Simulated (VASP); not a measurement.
# GaP (F-43m) in VASP: a series of runs, part 2 of 2

VASP 6.6.1. Earlier steps stand in the parts before.

## Step 4: Single point, PBE, spin-orbit coupling, no magnetisation

INCAR

```
SYSTEM = GaP
ALGO     = Normal         ! electronic algorithm
EDIFF    = 1E-7           ! SCF threshold, eV
ENCUT    = 400            ! plane-wave cutoff, eV
GGA      = PE             ! functional
GGA_COMPAT= .FALSE.      
ISIF     = 2              ! what is computed and relaxed
ISMEAR   = 0              ! smearing method
LASPH    = .FALSE.        ! aspherical terms in the spheres
LCHARG   = .FALSE.        ! write CHGCAR
LORBIT   = 11             ! projections on sites
LREAL    = .FALSE.        ! projectors in reciprocal space
LSORBIT  = .TRUE.         ! spin-orbit coupling
LWAVE    = .FALSE.        ! write WAVECAR
MAGMOM   = 0 0 0 0 0 0    ! initial moments
NBANDS   = 34             ! bands
NELM     = 100            ! most SCF steps
PREC     = Accurate       ! precision mode
SIGMA    = 0.02           ! smearing width, eV
```

KPOINTS

```
k-points
0
G
  7 7 7
  0 0 0
```

POSCAR

```
GaP
1.0
    0.0000000000      2.7252500000      2.7252500000
    2.7252500000      0.0000000000      2.7252500000
    2.7252500000      2.7252500000      0.0000000000
Ga P
1 1
Direct
    0.0000000000      0.0000000000      0.0000000000
    0.7500000000      0.7500000000      0.7500000000
```

Started as:

```bash
> cat potpaw_PBE.64/Ga_d/POTCAR potpaw_PBE.64/P/POTCAR > POTCAR
> mpirun -np 1 vasp_ncl > vasp.out
```

Wall time 33 s (1 thread of Intel Xeon 6975P-C (Granite Rapids), shared host); peak memory 0.25 GiB.

The run converged, but some of its settings lie outside the range that counts as converged, so its numbers aren't taken as properties of the crystal.

What came out:

| Quantity | Value |
| --- | --- |
| Free energy | -9.1149 eV |
| Pressure | 2.2 GPa |
| Valence electrons inside the program's atomic spheres | Ga 11.72; P 2.55 |

## Step 5: Single point, PBE, spin-orbit coupling, no magnetisation

INCAR: that of step 4 with these lines changed.

```diff
@@ -3,3 +3,3 @@
 EDIFF    = 1E-7           ! SCF threshold, eV
-ENCUT    = 400            ! plane-wave cutoff, eV
+ENCUT    = 460            ! plane-wave cutoff, eV
 GGA      = PE             ! functional
@@ -8,3 +8,3 @@
 ISMEAR   = 0              ! smearing method
-LASPH    = .FALSE.        ! aspherical terms in the spheres
+LASPH    = .TRUE.         ! aspherical terms in the spheres
 LCHARG   = .FALSE.        ! write CHGCAR
```

KPOINTS is that of step 4.

POSCAR is that of step 4.

Started as:

```bash
> cat potpaw_PBE.64/Ga_d/POTCAR potpaw_PBE.64/P/POTCAR > POTCAR
> mpirun -np 1 vasp_ncl > vasp.out
```

Run time: 36 s. Hardware: 1 thread of Intel Xeon 6975P-C (Granite Rapids), shared host; peak memory 0.26 GiB.

These settings aren't checked as converged: the numbers below hold their error.

What came out:

```
Free energy                                           : -9.1183 eV
Pressure                                              : 2.4 GPa
Valence electrons inside the program's atomic spheres : Ga 11.72; P 2.55
```

## Step 6: Single point, PBE, spin-orbit coupling, no magnetisation

INCAR: that of step 5 with these lines changed.

```diff
@@ -3,3 +3,3 @@
 EDIFF    = 1E-7           ! SCF threshold, eV
-ENCUT    = 460            ! plane-wave cutoff, eV
+ENCUT    = 650            ! plane-wave cutoff, eV
 GGA      = PE             ! functional
```

KPOINTS

```
k-points
0
G
  6 6 6
  0 0 0
```

POSCAR is that of step 5.

Potentials or basis: VASP PAW PBE potentials, release 64 (Ga_d, P).

Started as:

```bash
> cat potpaw_PBE.64/Ga_d/POTCAR potpaw_PBE.64/P/POTCAR > POTCAR
> mpirun -np 1 vasp_ncl > vasp.out
```

OUTCAR:

```text
SYSTEM = GaP
   EDIFF = 1E-7
   ENCUT = 650
   GGA = PE
   ISIF = 2
   ISMEAR = 0
   LASPH = .TRUE.
   LORBIT = 11
   LREAL = .FALSE.
   LSORBIT = .TRUE.
   NELM = 100
   PREC = Accurate

 Found     22 irreducible k-points:

 Following reciprocal coordinates:
            Coordinates               Weight
  0.000000  0.000000  0.000000      1.000000
  0.166667  0.000000  0.000000      4.000000
 -0.166667  0.000000  0.000000      4.000000
  0.333333  0.000000  0.000000      4.000000
 -0.333333  0.000000  0.000000      4.000000
  0.500000  0.000000  0.000000      4.000000
   k-points           NKPTS =     22   k-points in BZ     NKDIM =     22   number of bands    NBANDS=     34
   number of dos      NEDOS =    301   number of ions     NIONS =      2
   total plane-waves  NPLWV =  32768
   dimension x,y,z NGX =    32 NGY =   32 NGZ =   32
   dimension x,y,z NGXF=    64 NGYF=   64 NGZF=   64
   ions per type =               1   1
   NGX,Y,Z   is equivalent  to a cutoff of  13.80, 13.80, 13.80 a.u.
   NGXF,Y,Z  is equivalent  to a cutoff of  27.61, 27.61, 27.61 a.u.
 SYSTEM =  GaP
   PREC   = accura    normal or accurate (medium, high low for compatibility)
   ISTART =      0    job   : 0-new  1-cont  2-samecut
   ICHARG =      2    charge: 1-file 2-atom 10-const
   ISPIN  =      1    spin polarized calculation?
   LNONCOLLINEAR =      T non collinear calculations
   LSORBIT =      T    spin-orbit coupling
   LASPH  =      T    aspherical Exc in radial PAW
   ENCUT  =  650.0 eV  47.77 Ry    6.91 a.u.   8.01  8.01  8.01*2*pi/ulx,y,z
   NELM   =    100;   NELMIN=  2; NELMDL= -5     # of ELM steps
   EDIFF  = 0.1E-06   stopping-criterion for ELM
   LREAL  =      F    real-space projection
   EDIFFG = 0.1E-05   stopping-criterion for IOM
   NSW    =      0    number of steps for IOM
   IBRION =     -1    ionic relax: 0-MD 1-quasi-New 2-CG
   NFREE  =      0    steps in history (QN), initial steepest desc. (CG)
   ISIF   =      2    stress and relaxation
   ISYM   =      2    0-nonsym 1-usesym 2-fastsym
   POTIM  = 0.5000    time-step for ionic-motion
   TEBEG  =    0.0;   TEEND  =   0.0 temperature during run
   PSTRESS=    0.0 pullay stress
   NELECT =      18.0000    total number of electrons
   NUPDOWN=      -1.0000    fix difference up-down
   EMIN   =  10.00;   EMAX   =-10.00  energy-range for DOS
   EFERMI =   0.00;   METHOD = LEGACY
   ISMEAR =     0;   SIGMA  =   0.02  broadening in eV -4-tet -1-fermi 0-gaus
   EFERMI_NEDOS =   21; number of points for ismear=-14 and -15
[... 271 lines left out ...]

  FREE ENERGIE OF THE ION-ELECTRON SYSTEM (eV)
  ---------------------------------------------------
  free  energy   TOTEN  =        -9.1085599561 eV

  energy  without entropy=       -9.1085599561  energy(sigma->0) =       -9.10855996

 Spin-Orbit-Coupling matrix elements

 Ion:    1  E_soc:     -0.0117270
 l=   1
     0.0000000    -0.0011012    -0.0011012
    -0.0011012     0.0000000    -0.0011012
    -0.0011012    -0.0011012     0.0000000
 l=   2
     0.0000000    -0.0001740     0.0000000    -0.0001740    -0.0006793
    -0.0001740     0.0000000    -0.0005095    -0.0001740    -0.0001698
     0.0000000    -0.0005095     0.0000000    -0.0005095     0.0000000
    -0.0001740    -0.0001740    -0.0005095     0.0000000    -0.0001698
    -0.0006793    -0.0001698     0.0000000    -0.0001698     0.0000000
 l=   3
     0.0000000     0.0000000     0.0000000     0.0000000     0.0000000     0.0000000     0.0000000
     0.0000000     0.0000000     0.0000000     0.0000000     0.0000000     0.0000000     0.0000000
     0.0000000     0.0000000     0.0000000     0.0000000     0.0000000     0.0000000     0.0000000
     0.0000000     0.0000000     0.0000000     0.0000000     0.0000000     0.0000000     0.0000000
     0.0000000     0.0000000     0.0000000     0.0000000     0.0000000     0.0000000     0.0000000
     0.0000000     0.0000000     0.0000000     0.0000000     0.0000000     0.0000000     0.0000000
     0.0000000     0.0000000     0.0000000     0.0000000     0.0000000     0.0000000     0.0000000

 Ion:    2  E_soc:     -0.0008823
 l=   1
     0.0000000    -0.0001470    -0.0001470
    -0.0001470     0.0000000    -0.0001470
    -0.0001470    -0.0001470     0.0000000
 l=   2
     0.0000000     0.0000000     0.0000000     0.0000000     0.0000000
     0.0000000     0.0000000     0.0000000     0.0000000     0.0000000
     0.0000000     0.0000000     0.0000000     0.0000000     0.0000000
     0.0000000     0.0000000     0.0000000     0.0000000     0.0000000
     0.0000000     0.0000000     0.0000000     0.0000000     0.0000000
 l=   3
     0.0000000     0.0000000     0.0000000     0.0000000     0.0000000     0.0000000     0.0000000
     0.0000000     0.0000000     0.0000000     0.0000000     0.0000000     0.0000000     0.0000000
     0.0000000     0.0000000     0.0000000     0.0000000     0.0000000     0.0000000     0.0000000
     0.0000000     0.0000000     0.0000000     0.0000000     0.0000000     0.0000000     0.0000000
     0.0000000     0.0000000     0.0000000     0.0000000     0.0000000     0.0000000     0.0000000
     0.0000000     0.0000000     0.0000000     0.0000000     0.0000000     0.0000000     0.0000000
     0.0000000     0.0000000     0.0000000     0.0000000     0.0000000     0.0000000     0.0000000

 total charge

# of ion       s       p       d       tot
------------------------------------------
    1        0.859   0.850  10.013  11.722
    2        1.019   1.528   0.000   2.546
--------------------------------------------------
tot          1.878   2.378  10.013  14.268

 magnetization (x)

# of ion       s       p       d       tot
------------------------------------------
    1        0.000   0.000   0.000   0.000
    2        0.000   0.000   0.000   0.000
--------------------------------------------------
tot          0.000   0.000   0.000   0.000

 magnetization (y)

# of ion       s       p       d       tot
------------------------------------------
    1       -0.000   0.000   0.000   0.000
    2        0.000   0.000   0.000   0.000
--------------------------------------------------
tot         -0.000   0.000   0.000   0.000

 magnetization (z)

# of ion       s       p       d       tot
------------------------------------------
    1        0.000  -0.000  -0.000  -0.000
    2       -0.000   0.000   0.000   0.000
--------------------------------------------------
tot          0.000  -0.000  -0.000  -0.000
```

Run time: 35 s. Hardware: 1 thread of Intel Xeon 6975P-C (Granite Rapids), shared host; peak memory 0.33 GiB.

These settings aren't checked as converged: the numbers below hold their error.

What came out:

| Quantity | Value |
| --- | --- |
| Free energy | -9.1086 eV |
| Pressure | 2.4 GPa |
| Valence electrons inside the program's atomic spheres | Ga 11.72; P 2.55 |
